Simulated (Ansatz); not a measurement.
Maleic anhydride, C4H2O3, charge 0, multiplicity 1.

Problem. Give a relaxed structure at PBE0-D4/def2-TZVP (Ansatz 0.2.0). (Estimate.)

Solution. Computed: 
Cartesian coordinates in Å:
```
O 1.7543 1.0498 -1.3755
C 0.9655 0.5282 -0.6587
C -0.4921 0.3256 -0.8430
C -0.9553 -0.3081 0.2266
C 0.1832 -0.5421 1.1479
O 0.2022 -1.0736 2.2086
O 1.3133 -0.0159 0.5592
H -1.0121 0.6659 -1.7261
H -1.9591 -0.6298 0.4609
```
Point group C2v.
This is one stationary point; other conformers may exist.
